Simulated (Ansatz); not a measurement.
Relaxing BeS₃

Level of theory: DFT PBE, scalar-relativistic, plane waves, PAW (Ansatz). Cutoff 420 eV, Γ-centred k mesh, Gaussian smearing, no spin polarisation in the final step.

BeS₃ was placed on the Cu3Au (L1_2) structure type (Pm-3m, No. 221), with Be in place of Au, S in place of Cu, at a guessed volume.

```
Be S
1.0
     4.10382    0.00000    0.00000
     0.00000    4.10382    0.00000
     0.00000    0.00000    4.10382
Be S
1 3
Direct
  0.00000 0.00000 0.00000
  0.00000 0.50000 0.50000
  0.50000 0.00000 0.50000
  0.50000 0.50000 0.00000
```

Cell and atoms relax at zero pressure; the relaxation can't lower the symmetry of the start. After a coarse first stage the cell is made exact in the group found at 0.06 Å.

Formation energies are uncorrected and refer to the elements' standard structures at the same level.

(1) Which crystal results?

(2) What are its volume, energy, density and gap?

Answers

(1) It keeps Pm-3m (No. 221). The result has the Cu3Au (L1_2) structure. Conventional cell: a = 3.912 Å. Be has 12 S at 2.77 Å; S has 4 Be at 2.77 Å and 8 S at 2.77 Å.

Space group Pm-3m (No. 221). a = 3.912 Å, b = 3.912 Å, c = 3.912 Å, α = 90.00°, β = 90.00°, γ = 90.00°
```tsv
atom	site	symmetry	x	y	z
Be	1a	m-3m	0.0000	0.0000	0.0000
S	3c	4/mm.m	0.0000	0.5000	0.5000
```

(2) The volume per atom is 14.97 Å³. The density is 2.92 g/cm³. The energy over the elements is 1.05 eV/atom and the gap on the 12×12×12 mesh is 0 eV (a metal).

The final run used a 12×12×12 mesh on its 4-atom cell and 0.10 eV smearing. The k mesh leaves about 4 meV/atom of noise in metals. Symmetry constrained the relaxation, so the result can be a saddle point.

Cost: 3 runs of about 0.32 core-minutes in all, on Intel Xeon Platinum 8488C (Sapphire Rapids) (shared hosts).